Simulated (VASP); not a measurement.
# H (I4/mmm) in VASP: notebook

Runs on H. Level: PBE. Tasks: single point.

Program: VASP 6.6.1. These are calculated values, not measurements. Logs are shortened: lines on timing, memory, paths and dates and some standing lists are left out, and cuts for length are marked.

## Step 1: Starting point

The structure is tetragonal, space group I4/mmm (No. 139). Conventional cell: a = 3.383 Å, b = 3.383 Å, c = 4.117 Å, α = 90.00°, β = 90.00°, γ = 90.00°. H (site symmetry 4mm) is surrounded by 1 H at 0.74 Å.

## Step 2: Single point, PBE

Input file INCAR:

```
SYSTEM = H
  PREC = Accurate
  ENCUT = 550
  EDIFF = 1E-6
  ISMEAR = 0
  SIGMA = 0.05
  LREAL = .FALSE.
  LASPH = .TRUE.
  NELM = 100
  ALGO = Normal
  ISIF = 2
  LWAVE = .FALSE.
  LCHARG = .FALSE.
  GGA = PE
  ADDGRID = .FALSE.
```

Input file KPOINTS:

```
Automatic mesh
0
G
  7 7 7
  0 0 0
```

Input file POSCAR:

```
H
1.0
   -1.6915344700      1.6915344700      2.0584739900
    1.6915344700     -1.6915344700      2.0584739900
    1.6915344700      1.6915344700     -2.0584739900
H
2
Direct
    0.0901377100      0.0901377100      0.0000000000
    0.9098622900      0.9098622900      0.0000000000
```

Potentials or basis: VASP PAW PBE potentials, release 64 (H).

The run is started by

```
cat potpaw_PBE.64/H/POTCAR > POTCAR
mpirun -np 1 vasp_std > vasp.out
```

OUTCAR:

```text
SYSTEM = H
   PREC = Accurate
   ENCUT = 550
   EDIFF = 1E-6
   ISMEAR = 0
   LREAL = .FALSE.
   LASPH = .TRUE.
   NELM = 100
   ISIF = 2
   GGA = PE

 Found     40 irreducible k-points:

 Following reciprocal coordinates:
            Coordinates               Weight
  0.000000  0.000000  0.000000      1.000000
  0.142857  0.000000  0.000000      8.000000
  0.285714 -0.000000  0.000000      8.000000
  0.428571  0.000000 -0.000000      8.000000
  0.142857  0.142857  0.000000      8.000000
  0.285714  0.142857  0.000000     16.000000
   k-points           NKPTS =     40   k-points in BZ     NKDIM =     40   number of bands    NBANDS=      5
   number of dos      NEDOS =    301   number of ions     NIONS =      2
   total plane-waves  NPLWV =  13824
   dimension x,y,z NGX =    24 NGY =   24 NGZ =   24
   dimension x,y,z NGXF=    48 NGYF=   48 NGZF=   48
   ions per type =               2
   NGX,Y,Z   is equivalent  to a cutoff of  12.64, 12.64, 12.64 a.u.
   NGXF,Y,Z  is equivalent  to a cutoff of  25.29, 25.29, 25.29 a.u.
 SYSTEM =  H
   PREC   = accura    normal or accurate (medium, high low for compatibility)
   ISTART =      0    job   : 0-new  1-cont  2-samecut
   ICHARG =      2    charge: 1-file 2-atom 10-const
   ISPIN  =      1    spin polarized calculation?
   LNONCOLLINEAR =      F non collinear calculations
   LSORBIT =      F    spin-orbit coupling
   LASPH  =      T    aspherical Exc in radial PAW
   ENCUT  =  550.0 eV  40.42 Ry    6.36 a.u.   6.03  6.03  6.03*2*pi/ulx,y,z
   NELM   =    100;   NELMIN=  2; NELMDL= -5     # of ELM steps
   EDIFF  = 0.1E-05   stopping-criterion for ELM
   LREAL  =      F    real-space projection
   EDIFFG = 0.1E-04   stopping-criterion for IOM
   NSW    =      0    number of steps for IOM
   IBRION =     -1    ionic relax: 0-MD 1-quasi-New 2-CG
   NFREE  =      0    steps in history (QN), initial steepest desc. (CG)
   ISIF   =      2    stress and relaxation
   ISYM   =      2    0-nonsym 1-usesym 2-fastsym
   POTIM  = 0.5000    time-step for ionic-motion
   TEBEG  =    0.0;   TEEND  =   0.0 temperature during run
   PSTRESS=    0.0 pullay stress
   NELECT =       2.0000    total number of electrons
   NUPDOWN=      -1.0000    fix difference up-down
   EMIN   =  10.00;   EMAX   =-10.00  energy-range for DOS
   EFERMI =   0.00;   METHOD = LEGACY
   ISMEAR =     0;   SIGMA  =   0.05  broadening in eV -4-tet -1-fermi 0-gaus
   EFERMI_NEDOS =   21; number of points for ismear=-14 and -15
   IALGO  =     38    algorithm
   IMIX   =      4    mixing-type and parameters
     AMIX     =   0.40;   BMIX     =  1.00
     AMIX_MAG =   1.60;   BMIX_MAG =  1.00
  volume/ion in A,a.u.               =      11.78        79.49
  Fermi-wavevector in a.u.,A,eV,Ry     =   0.719497  1.359653  7.043413  0.517676
  Thomas-Fermi vector in A             =   1.808708
   LORBIT       =      0    0 simple, 1 ext, 2 COOP (PROOUT), +10 PAW based schemes
   GGA     = PE    functional components
   LHFCALC =     F    Hartree Fock is set to
   AEXX    =    0.0000 exact exchange contribution
   IVDW    =     0    specifies the selected vdW correction
   LEPSILON=     F    determine dielectric tensor
   LRPA    =     F    only Hartree local field effects (RPA)
 non-spin polarized calculation
 Gauss-broadening in eV      SIGMA  =   0.05
  energy-cutoff  :      550.00
  volume of cell :       23.56
 maximum number of plane-waves:       708
   NGX = 11   NGY = 11   NGZ = 11

 number of electron       2.0000000 magnetization

 Free energy of the ion-electron system (eV)
  ---------------------------------------------------
  ext. energy  EPLUGINS =         0.00000000
  ---------------------------------------------------
  free energy    TOTEN  =        -6.78204085 eV

  energy without entropy =       -6.78204085  energy(sigma->0) =       -6.78204085

 E-fermi :  -8.0130     XC(G=0):  -5.3456

 val. band max:       -8.2189379505   @ k =  -0.4286   0.4286   0.4286
 cond. band min:       0.9952187973   @ k =   0.4286   0.0000  -0.0000
 fundamental gap:      9.2141567477
 Fermi energy:        -8.0130273382

 k-point     1 :       0.0000    0.0000    0.0000
  band No.  band energies     occupation
      1     -10.5229      2.00000
      2       5.4431      0.00000
      3       8.9326      0.00000
      4      15.3802      0.00000
      5      15.3802      0.00000

 k-point     2 :       0.1429    0.0000    0.0000
  band No.  band energies     occupation
      1     -10.2813      2.00000
      2       4.3917      0.00000
      3       9.3144      0.00000
      4      13.3295      0.00000
      5      14.1254      0.00000

 k-point     3 :       0.2857   -0.0000    0.0000
  band No.  band energies     occupation
      1      -9.6644      2.00000
      2       2.4555      0.00000
      3       9.4324      0.00000
      4      11.2023      0.00000
      5      12.8613      0.00000

 k-point     4 :       0.4286    0.0000   -0.0000
  band No.  band energies     occupation
      1      -9.0636      2.00000
      2       0.9952      0.00000
      3       8.9092      0.00000
      4      10.6641      0.00000
      5      12.2378      0.00000

 k-point     5 :       0.1429    0.1429    0.0000
  band No.  band energies     occupation
      1      -9.8795      2.00000
      2       3.0347      0.00000
      3      10.2083      0.00000
      4      10.4513      0.00000
      5      13.6990      0.00000

 k-point     6 :       0.2857    0.1429    0.0000
  band No.  band energies     occupation
      1      -9.2487      2.00000
      2       1.6978      0.00000
      3       7.8581      0.00000
      4      10.4739      0.00000
      5      13.1257      0.00000

 [... further k-points ...]

------------------------ aborting loop because EDIFF is reached ----------------------------------------

  FORCE on cell =-STRESS in cart. coord.  units (eV):
  Direction    XX          YY          ZZ          XY          YZ          ZX
  --------------------------------------------------------------------------------------
  -------------------------------------------------------------------------------------
  Total        0.0372653      0.0372653      0.2325407      0.0000000     -0.0000000      0.0000000
  in kB        2.5342404      2.5342404     15.8140304      0.0000000     -0.0000000      0.0000000
  external PRESSURE =       6.9608371 kB  Pullay stress =       0.0000000 kB

 VOLUME and BASIS-vectors are now :
 -----------------------------------------------------------------------------
  energy-cutoff  :      550.00
  volume of cell :       23.56
      direct lattice vectors                 reciprocal lattice vectors
    -1.691534470  1.691534470  2.058473990     0.000000000  0.295589602  0.242898381
     1.691534470 -1.691534470  2.058473990     0.295589602  0.000000000  0.242898381
     1.691534470  1.691534470 -2.058473990     0.295589602  0.295589602  0.000000000

 POSITION                                       TOTAL-FORCE (eV/Angst)
 -----------------------------------------------------------------------------------
      0.00000      0.00000      0.37109        -0.000000     -0.000000      0.260296
      0.00000      0.00000      3.74586         0.000000      0.000000     -0.260296
 -----------------------------------------------------------------------------------
    total drift:                               -0.000000      0.000000     -0.000000

  FREE ENERGIE OF THE ION-ELECTRON SYSTEM (eV)
  ---------------------------------------------------
  free  energy   TOTEN  =        -6.7820408519 eV

  energy  without entropy=       -6.7820408519  energy(sigma->0) =       -6.78204085
```

It took 2.4 s on 1 thread of Intel Xeon Platinum 8488C (Sapphire Rapids), shared host; peak memory 0.13 GiB.

These settings aren't checked as converged: the numbers below hold their error.

What came out:

```
Free energy            : -6.7820 eV
Pressure               : 0.7 GPa
Largest force          : 0.260 eV/Å
Band gap on the k mesh : 9.21 eV, indirect (least direct gap 9.98 eV)
```

Caveat: an odd mesh through Γ misses points on the zone boundary, where band edges often lie.

## Step 3: Single point, PBE

INCAR is that of step 2.

KPOINTS is that of step 2.

Input file POSCAR:

```
H
1.0
   -1.6915344700      1.6915344700      2.0584739900
    1.6915344700     -1.6915344700      2.0584739900
    1.6915344700      1.6915344700     -2.0584739900
H
2
Direct
    0.0961830000      0.0949540000      0.0224580000
    0.9170920000      0.8909110000      0.0100700000
```

Potentials or basis: VASP PAW PBE potentials, release 64 (H).

The run is started by

```
cat potpaw_PBE.64/H/POTCAR > POTCAR
mpirun -np 1 vasp_std > vasp.out
```

Wall time 6 s (1 thread of Intel Xeon Platinum 8488C (Sapphire Rapids), shared host); peak memory 0.14 GiB.

These settings aren't checked as converged: the numbers below hold their error.

What came out:

```
Free energy            : -6.7783 eV
Pressure               : -0.7 GPa
Largest force          : 0.541 eV/Å
Band gap on the k mesh : 8.79 eV, indirect (least direct gap 9.54 eV)
```

Caveat: an odd mesh through Γ misses points on the zone boundary, where band edges often lie.

## Step 4: For comparison

An earlier run on the cell as given: functional PBE; potentials or basis VASP PAW PBE potentials, release 64 (H); cutoff 520 eV; k mesh 11 × 11 × 11; occupations fermi-dirac, width 0.05 eV; no spin polarisation.

* Pressure: 0.6 GPa
* Largest force: 0.264 eV/Å
* Band gap on the k mesh: 9.05 eV, indirect (least direct gap 9.84 eV)
